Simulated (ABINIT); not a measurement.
# Cu (Fm-3m) in ABINIT: further runs

Aim: see how the results for Cu move with the level of theory and the settings. Levels: SCAN, BLYP+D3(BJ), BLYP+D2, PW91. Tasks: electric field gradients, equation of state, band structure.

Everything below comes from runs of ABINIT 10.8.3 (patched build). Logs are shortened: lines on timing, memory, paths and dates and some standing lists are left out, and cuts for length are marked. The log counts tension as positive stress, the text compression.

**1. The crystal as given**

The structure is cubic, space group Fm-3m (No. 225). The conventional cell has a = 3.615 Å, b = 3.615 Å, c = 3.615 Å, α = 90.00°, β = 90.00°, γ = 90.00°. Cu (site symmetry m-3m) has 12 Cu at 2.56 Å as nearest neighbours.

**2. Electric field gradients, SCAN, spin-orbit coupling, no magnetisation (cell strained at random at fixed volume)**

run.abi

```
# Pseudopotentials
pp_dirpath "./"
pseudos "Cu.GGA_PBE-JTH.xml"

# Structure
structure "poscar:POSCAR"
natom 1
chkprim 0
chksymtnons 0
tolsym 1.0e-6

# Plane-wave basis
ecut 24.0
pawecutdg 46.0

# k points
kptopt 4
ngkpt 8 8 8
nshiftk 1
shiftk 0.0 0.0 0.0

# Exchange and correlation
ixc -263267
usekden 1
pawxcdev 0

# Bands and occupations
nband 28
occopt 6
tsmear 0.1 eV

# Spin
nspinor 2
nspden 1
pawspnorb 1

# SCF cycle
nstep 100
tolvrs 1.0e-8

# Output
iomode 3
prtwf 0
prtden 0
prteig 0
prtebands 0

# Electric field gradients
nucefg 2
quadmom 1*1.0
nucfc 1
```

POSCAR

```
Cu
1.0
   -0.0237560000      1.7982700000      1.7788070000
    1.7963990000     -0.0253320000      1.7803840000
    1.8034850000      1.8069320000     -0.0324180000
Cu
1
Direct
   -0.0015060000      0.0020050000      0.0029830000  Cu
```

Potentials or basis: JTH PAW PBE v2.0.

Started as:

```console
> abinit run.abi > log 2>&1
```

run.abo:

```text
.Version 10.8.3 of ABINIT
 Symmetries : space group P1 (#  1); Bravais aP (primitive triclinic)
================================================================================
 Values of the parameters that define the memory need of the present run
     intxc =       0    ionmov =       0      iscf =      17    lmnmax =      18
     lnmax =       6     mgfft =      24  mpssoang =       3    mqgrid =    3001
     natom =       1  nloc_mem =       2    nspden =       1   nspinor =       2
    nsppol =       1      nsym =       1    n1xccc =       1    ntypat =       1
    occopt =       6   xclevel =       2
       mpw =         462          nfft =       13824          nkpt =         512
 PAW method is used; the additional fine FFT grid is defined by:
   mgfftf=        30    nfftf =     27000
================================================================================
================================================================================

--------------------------------------------------------------------------------
------------- Echo of variables that govern the present computation ------------
--------------------------------------------------------------------------------
 -outvars: echo values of preprocessed input variables --------
            acell      1.0000000000E+00  1.0000000000E+00  1.0000000000E+00 Bohr
              amu      6.35460000E+01
          chkprim           0
      chksymtnons           0
             ecut      2.40000000E+01 Hartree
                       outvar_i_n : Printing only first  50 k-points.
              ixc     -263267
                       outvar_i_n : Printing only first  50 k-points.
           kptopt           4
         kptrlatt        8    0    0      0    8    0      0    0    8
          kptrlen      3.82377725E+01
            natom           1
            nband          28
            ngfft          24      24      24
          ngfftdg          30      30      30
             nkpt         512
          nspinor           2
            nstep         100
             nsym           1
           ntypat           1
           nucefg           2
            nucfc           1
                       prtocc : prtvol=0, do not print more k-points.
           occopt           6
        pawcpxocc           2
        pawecutdg      4.60000000E+01 Hartree
        pawspnorb           1
         pawxcdev           0
           prtden           0
        prtebands           0
           prteig           0
          prtkden           1
            prtwf           0
          quadmom      1.00000000E+00
            rprim     -4.4892333847E-02  3.3982378004E+00  3.3614580608E+00
                       3.3947021229E+00 -4.7870542221E-02  3.3644381589E+00
                       3.4080927222E+00  3.4146066081E+00 -6.1261141550E-02
          spgroup           1
           tolsym      1.00000000E-06
           tolvrs      1.00000000E-08
           tsmear      3.67493222E-03 Hartree
            typat      1
          usekden           1
           useylm           1
                       outvars : Printing only first  50 k-points.
           xangst      9.0173522860E-03  2.6310928760E-03  7.9408368400E-04
            xcart      1.7040326201E-02  4.9720449475E-03  1.5006006838E-03
             xred     -1.5060000000E-03  2.0050000000E-03  2.9830000000E-03
            znucl       29.00000

================================================================================

 chkinp: Checking input parameters for consistency.

================================================================================
== DATASET  1 ==================================================================

--- !DatasetInfo
iteration_state: {dtset: 1, }
dimensions: {natom: 1, nkpt: 512, mband: 28, nsppol: 1, nspinor: 2, nspden: 1, mpw: 462, }
cutoff_energies: {ecut:  24.0, pawecutdg:  46.0, }
electrons: {nelect:   1.90000000E+01, charge:   0.00000000E+00, occopt:   6.00000000E+00, tsmear:   3.67493222E-03, }
meta: {optdriver: 0, ionmov: 0, optcell: 0, iscf: 17, paral_kgb: 0, }
...

 Real(R)+Recip(G) space primitive vectors, cartesian coordinates (Bohr,Bohr^-1):
 R(1)= -0.0448923  3.3982378  3.3614581  G(1)= -0.1441056  0.1464767  0.1474860
 R(2)=  3.3947021 -0.0478705  3.3644382  G(2)=  0.1466267 -0.1437055  0.1472361
 R(3)=  3.4080927  3.4146066 -0.0612611  G(3)=  0.1454704  0.1450703 -0.1447148
 Unit cell volume ucvol=  7.9700580E+01 bohr^3
 Angles (23,13,12)=  6.09440993E+01  6.08191922E+01  6.12359448E+01 degrees

 Coarse grid specifications (used for wave-functions):

 getcut: wavevector=  0.0000  0.0000  0.0000  ngfft=  24  24  24
         ecut(hartree)=     24.000   => boxcut(ratio)=   2.25635

 getcut : COMMENT -
  Note that boxcut > 2.2 ; recall that boxcut=Gcut(box)/Gcut(sphere) = 2
  is sufficient for exact treatment of convolution.
  Such a large boxcut is a waste : you could raise ecut
  e.g. ecut=   30.546572 Hartrees makes boxcut=2

[... 98 lines left out ...]
-         eigvec :     -0.653272    -0.569236     0.499205

      efg eigval (au) :      0.004215 ; (1.0E+21 V/m^2) :       0.04095476
-         eigvec :      0.650823    -0.759102    -0.013908

      efg eigval (au) :      0.035659 ; (1.0E+21 V/m^2) :       0.34651272
-         eigvec :      0.386864     0.315809     0.866372

      total efg :     -0.009895    -0.012553     0.024917
      total efg :     -0.012553    -0.006935     0.021132
      total efg :      0.024917     0.021132     0.016830

      efg_el :     -0.000071    -0.002650    -0.004228
      efg_el :     -0.002650     0.000153    -0.004804
      efg_el :     -0.004228    -0.004804    -0.000082

      efg_ion :     -0.000785     0.007381     0.015394
      efg_ion :      0.007381    -0.001263     0.016873
      efg_ion :      0.015394     0.016873     0.002048

      efg_paw :     -0.009039    -0.017284     0.013751
      efg_paw :     -0.017284    -0.005826     0.009063
      efg_paw :      0.013751     0.009063     0.014864

 Fermi-contact Term Calculation

 Atom   1, typat   1: FC =     332.6613

================================================================================

 ----iterations are completed or convergence reached----

 Mean square residual over all n,k,spin=   56.531E-09; max=  26.936E-05
 reduced coordinates (array xred) for    1 atoms
      -0.001506000000      0.002005000000      0.002983000000
 rms dE/dt=  3.7369E-04; max dE/dt=  0.0000E+00; dE/dt below (all hartree)
    1      -0.000291573269     -0.000474922504     -0.000329185779

 cartesian coordinates (angstrom) at end:
    1      0.00901735228600     0.00263109287600     0.00079408368400

 cartesian forces (hartree/bohr) at end:
    1      0.00000000000000     0.00000000000000     0.00000000000000
 frms,max,avg= 0.0000000E+00 0.0000000E+00   7.551E-05  2.221E-05  6.529E-05 h/b

 cartesian forces (eV/Angstrom) at end:
    1      0.00000000000000     0.00000000000000     0.00000000000000
 frms,max,avg= 0.0000000E+00 0.0000000E+00   3.883E-03  1.142E-03  3.357E-03 e/A
 length scales=  1.000000000000  1.000000000000  1.000000000000 bohr
              =  0.529177210544  0.529177210544  0.529177210544 angstroms
 Fermi (or HOMO) energy (hartree) =   0.25055   Average Vxc (hartree)=  -0.46787
 Eigenvalues (hartree) for nkpt= 512  k points:
 kpt#   1, nband= 28, wtk=  0.00195, kpt=  0.0000  0.0000  0.0000 (reduced coord)
  -4.03727   -4.03727   -2.46950   -2.46950   -2.37497   -2.37497   -2.37459   -2.37459
  -0.10742   -0.10742    0.13499    0.13499    0.13660    0.13660    0.14414    0.14414
   0.16927    0.16927    0.17092    0.17092    1.11563    1.11563    1.20428    1.20428
   1.21754    1.21754    1.25850    1.25850
      occupation numbers for kpt#   1
   1.00000    1.00000    1.00000    1.00000    1.00000    1.00000    1.00000    1.00000
   1.00000    1.00000    1.00000    1.00000    1.00000    1.00000    1.00000    1.00000
   1.00000    1.00000    1.00000    1.00000    0.00000    0.00000    0.00000    0.00000
   0.00000    0.00000    0.00000    0.00000
 prteigrs : prtvol=0 or 1, do not print more k-points.

--- !EnergyTerms
iteration_state     : {dtset: 1, }
comment             : Components of total free energy in Hartree
kinetic             :  1.09580561794899E+01
hartree             :  4.13922365993237E+01
xc                  : -2.52227523843869E+00
Ewald energy        : -1.21133185713669E+02
psp_core            :  8.87095071713643E+00
local_psp           : -1.03093930917145E+02
PAW spherical_terms : -2.76955694129301E+01
internal            : -1.93223717786232E+02
'-kT*entropy'       :  5.72963070809133E-06
total_energy        : -1.93223712056602E+02
total_energy_eV     : -5.25788506065440E+03
...

--- !EnergyTermsDC
iteration_state     : {dtset: 1, }
comment             : '"Double-counting" decomposition of free energy'
band_energy         : -2.10093494859609E+01
Ewald energy        : -1.21133185713669E+02
psp_core            :  8.87095071713643E+00
xc_dc               : -4.04611943359441E+01
PAW spherical_terms : -1.94909437335370E+01
internal            : -1.93223722551974E+02
'-kT*entropy'       :  5.72963070809133E-06
total_energy_dc     : -1.93223716822343E+02
total_energy_dc_eV  : -5.25788519033684E+03
...

--- !EnergyTermsWithPAWCore
iteration_state     : {dtset: 1, }
comment             : 'Components of total free energy, including PAW core contributions'
Total energy        : -1.65537053954031E+03
Total energy DC     : -1.65537054430605E+03
Total energy (eV)   : -4.50449271316494E+04
Total energy DC (eV): -4.50449272613319E+04
...

 Cartesian components of stress tensor (hartree/bohr^3)
  sigma(1 1)=  1.73338046E-04  sigma(3 2)= -3.57911955E-05
  sigma(2 2)=  1.78843603E-04  sigma(3 1)= -2.86370626E-05
  sigma(3 3)=  1.77281156E-04  sigma(2 1)= -3.13042400E-05

-Cartesian components of stress tensor (GPa)         [Pressure= -5.1924E+00 GPa]
- sigma(1 1)=  5.09978140E+00  sigma(3 2)= -1.05301333E+00
- sigma(2 2)=  5.26176045E+00  sigma(3 1)= -8.42531471E-01
- sigma(3 3)=  5.21579168E+00  sigma(2 1)= -9.21002539E-01

== END DATASET(S) ==============================================================
================================================================================

 -outvars: echo values of variables after computation  --------
            acell      1.0000000000E+00  1.0000000000E+00  1.0000000000E+00 Bohr
           etotal     -1.9322371682E+02
            fcart      0.0000000000E+00  0.0000000000E+00  0.0000000000E+00
            rprim     -4.4892333847E-02  3.3982378004E+00  3.3614580608E+00
                       3.3947021229E+00 -4.7870542221E-02  3.3644381589E+00
                       3.4080927222E+00  3.4146066081E+00 -6.1261141550E-02
           strten      1.7333804647E-04  1.7884360267E-04  1.7728115592E-04
                      -3.5791195532E-05 -2.8637062650E-05 -3.1304240031E-05
           xangst      9.0173522860E-03  2.6310928760E-03  7.9408368400E-04
             xred     -1.5060000000E-03  2.0050000000E-03  2.9830000000E-03
 Calculation completed.
```

It took 43 min on 1 thread of Intel Xeon Platinum 8175M at 2.50GHz (Skylake/Cascade Lake), shared host; peak memory 0.35 GiB.

Results:

| Property | Result |
| --- | --- |
| Free energy | -5257.8852 eV |
| Band gap on the k mesh | none (metal or under the smearing width) |
| Valence electrons inside the program's atomic spheres | Cu 17.37 (radii [1.0588] Å) |

Electric field gradients, principal values (1e21 V/m²):
```csv
atom,Vxx,Vyy,Vzz,η
1 Cu,0.041,0.347,-0.387,0.79
```

Caveat: the k mesh is coarse (spacing up to 0.38 Å⁻¹), so the values aren't converged; the cutoff is too short for stress, so the log's stress isn't used; totals of a meta-GGA on PAW files have another zero than those of a GGA; the PAW data sets were made with another functional, which shifts forces and pressure a little.

**3. Equation of state, BLYP+D3(BJ)**

run.abi

```
# Datasets: one volume each
ndtset 7
getwfk -1
scalecart1 3*0.9795861087
scalecart2 3*0.9864848297
scalecart3 3*0.9932883884
scalecart4 3*1.0000000000
scalecart5 3*1.0066227096
scalecart6 3*1.0131594038
scalecart7 3*1.0196128224

# Pseudopotentials
pp_dirpath "./"
pseudos "Cu.GGA_PBE-JTH.xml"

# Structure
acell 3*1.0
rprim
     0.0000000000     3.4156799703     3.4156799703
     3.4156799703     0.0000000000     3.4156799703
     3.4156799703     3.4156799703     0.0000000000
ntypat 1
znucl 29
natom 1
typat 1
xred
     0.0000000000     0.0000000000     0.0000000000

# Plane-wave basis
ecut 20.0
pawecutdg 40.0

# k points
kptopt 1
ngkpt 13 13 13
nshiftk 1
shiftk 0.0 0.0 0.0

# Exchange and correlation
ixc -106131
vdw_xc 7

# Bands and occupations
nband 14
occopt 3
tsmear 0.00183747

# SCF cycle
nstep 100
tolvrs 1.0e-9

# Output
iomode 3
prtwf 1
prtden 0
prteig 0
prtebands 0
enunit 2
```

Potentials or basis: JTH PAW PBE v2.0.

Started as:

```console
> abinit run.abi > log 2>&1
```

Run time: 82 s. Hardware: 1 thread of Arm Neoverse V2, shared host; peak memory 0.13 GiB.

Results (log left out):

| Item | Value |
| --- | --- |
| Equilibrium volume | 11.17 Å³/atom |
| Bulk modulus | 172 GPa |
| Pressure derivative of the bulk modulus | 5.3 (rough: it moves with the points fitted) |

Energy against volume, from the lowest point:
```
volume (Å³/atom)  energy (meV/atom)
          11.102               0.00
          11.338               1.66
          11.574               7.15
          11.810              17.67
          12.047              31.76
          12.283              49.49
          12.519              69.31
```

Caveat: the cutoff is too short for stress, so the log's stress isn't used; pressures at fixed basis lie under the slope of the energies; the PAW data sets were made with another functional, which shifts forces and pressure a little.

**4. Equation of state, BLYP+D2**

run.abi: that of step 3 with these lines changed.

```diff
@@ -40,3 +40,3 @@
 ixc -106131
-vdw_xc 7
+vdw_xc 5
 
@@ -45,3 +45,3 @@
 occopt 3
-tsmear 0.00183747
+tsmear 0.05 eV
 
@@ -57,2 +57 @@
 prtebands 0
-enunit 2
```

Started as:

```console
> abinit run.abi > log 2>&1
```

It took 81 s on 1 thread of Arm Neoverse V2, shared host; peak memory 0.13 GiB.

Results (log left out):

- Equilibrium volume: 11.69 Å³/atom
- Bulk modulus: 126 GPa
- Pressure derivative of the bulk modulus: 6.3 (rough: it moves with the points fitted)

Energy against volume, from the lowest point:
| volume (Å³/atom) | energy (meV/atom) |
| --- | --- |
| 11.102 | 12.75 |
| 11.338 | 4.57 |
| 11.574 | 0.00 |
| 11.810 | 0.21 |
| 12.047 | 3.73 |
| 12.283 | 10.61 |
| 12.519 | 19.30 |

Caveat: the cutoff is too short for stress, so the log's stress isn't used; pressures at fixed basis lie under the slope of the energies; the PAW data sets were made with another functional, which shifts forces and pressure a little.

**5. Band structure, PW91**

run.abi

```
ndtset 2

pp_dirpath "./"
pseudos "Cu.upf"

acell 3*1.0 Angstrom
rprim
     0.0000000000     1.8075000000     1.8075000000
     1.8075000000     0.0000000000     1.8075000000
     1.8075000000     1.8075000000     0.0000000000
ntypat 1
znucl 29
natom 1
typat 1
xred
     0.0000000000     0.0000000000     0.0000000000

ecut 1251.723767 eV

ixc -109134

occopt 3
tsmear 0.05 eV

nstep 100

iomode 3
prtwf 0
prteig 0
prtebands 0
enunit 1
prtden1 1

kptopt1 1
ngkpt1 13 13 13
nshiftk1 1
shiftk1 0.0 0.0 0.0
nband1 14
tolvrs1 1.0e-10

iscf2 -2
getden2 1
nband2 18
nbdbuf2 2
tolwfr2 1.0e-12
kptopt2 -9
ndivsm2 5
prteig2 1
kptbounds2
     0.0000000000     0.0000000000     0.0000000000
     0.5000000000     0.0000000000     0.5000000000
     0.5000000000     0.2500000000     0.7500000000
     0.3750000000     0.3750000000     0.7500000000
     0.0000000000     0.0000000000     0.0000000000
     0.5000000000     0.5000000000     0.5000000000
     0.6250000000     0.2500000000     0.6250000000
     0.5000000000     0.2500000000     0.7500000000
     0.5000000000     0.5000000000     0.5000000000
     0.3750000000     0.3750000000     0.7500000000
```

Potentials or basis: PseudoDojo NC SR PBE v0.4.1 standard.

Started as:

```console
> abinit run.abi > log 2>&1
```

Run time: 48 s. Hardware: 1 thread of Arm Neoverse V2, shared host; peak memory 0.1 GiB.

It converged, with:

```
Free energy                                           : -5162.0922 eV
Pressure                                              : 0.9 GPa
Band gap on the k mesh                                : none (metal or under the smearing width)
Valence electrons inside the program's atomic spheres : Cu 17.36 (radii [1.0584] Å)
```

Levels at the corners of the path, in eV from the Fermi level:
| point | band 5 | band 6 | band 7 | band 8 | band 9 | band 10 | band 11 | band 12 | band 13 | band 14 |
| --- | --- | --- | --- | --- | --- | --- | --- | --- | --- | --- |
| Γ | -9.63 | -3.18 | -3.18 | -3.18 | -2.33 | -2.33 | 22.51 | 24.99 | 24.99 | 24.99 |
| X | -5.06 | -4.60 | -1.77 | -1.61 | -1.61 | 1.24 | 6.90 | 12.80 | 12.80 | 17.45 |
| W | -4.31 | -3.70 | -3.70 | -2.38 | -1.61 | 5.98 | 5.98 | 8.17 | 8.45 | 28.05 |
| K | -4.47 | -4.24 | -2.93 | -2.20 | -1.81 | 4.11 | 5.52 | 7.59 | 14.88 | 19.10 |
| Γ | -9.63 | -3.18 | -3.18 | -3.18 | -2.33 | -2.33 | 22.51 | 24.99 | 24.99 | 24.99 |
| L | -5.29 | -3.21 | -3.21 | -1.75 | -1.75 | -1.24 | 3.53 | 21.01 | 21.75 | 21.75 |
| U | -4.47 | -4.24 | -2.93 | -2.20 | -1.81 | 4.11 | 5.52 | 7.59 | 14.88 | 19.10 |
| W | -4.31 | -3.70 | -3.70 | -2.38 | -1.61 | 5.98 | 5.98 | 8.17 | 8.45 | 28.05 |
| L | -5.29 | -3.21 | -3.21 | -1.75 | -1.75 | -1.24 | 3.53 | 21.01 | 21.75 | 21.75 |
| K | -4.47 | -4.24 | -2.93 | -2.20 | -1.81 | 4.11 | 5.52 | 7.59 | 14.88 | 19.10 |

Caveat: the potentials were made for another functional, which shifts forces and pressure.

**6. For comparison**

An earlier run on the cell as given: functional PBE; potentials or basis JTH PAW PBE v2.0; cutoff 544 eV; k mesh 13 × 13 × 13; occupations fermi-dirac, width 0.05 eV; no spin polarisation.

- Band gap on the k mesh: none (metal or under the smearing width)
- Valence electrons inside the program's atomic spheres: Cu 17.37 (radii [1.0588] Å)

**7. Summary**

```tsv
task	level	potentials or basis	spin	cell	k mesh	cutoff (eV)	smearing	fine-grid cutoff	mesh quality	gap on the mesh (eV)	V0 of scaled cells (Å³/atom)	B0 (GPa)
electric field gradients	SCAN	JTH PAW PBE v2.0	SOC, no magnetisation	cell strained at random at fixed volume	8 × 8 × 8	653	methfessel-paxton 0.1 eV	1251.72 eV	coarse	none	-	-
equation of state	BLYP+D3(BJ)	JTH PAW PBE v2.0	off	as given	13 × 13 × 13	544	fermi-dirac 0.05 eV	1088.46 eV	not flagged	-	11.17	172
equation of state	BLYP+D2	JTH PAW PBE v2.0	off	as given	13 × 13 × 13	544	fermi-dirac 0.05 eV	1088.46 eV	not flagged	-	11.69	126
band structure	PW91	PseudoDojo NC SR PBE v0.4.1 standard	off	as given	13 × 13 × 13	1252	fermi-dirac 0.05 eV	-	not flagged	none	-	-
single point	PBE	JTH PAW PBE v2.0	off	as given	13 × 13 × 13	544	fermi-dirac 0.05 eV	1088.46 eV	not flagged	none	-	-
```

Caveats: some runs use coarse meshes; the PAW data sets were made with another functional, which shifts forces and pressure a little (some runs); pressures at fixed basis lie under the slope of the energies (some runs); totals of a meta-GGA on PAW files have another zero than those of a GGA (some runs); the potentials were made for another functional, which shifts forces and pressure (some runs).

Total energies depend on the potentials used, so only differences within one code and one set of settings carry meaning.
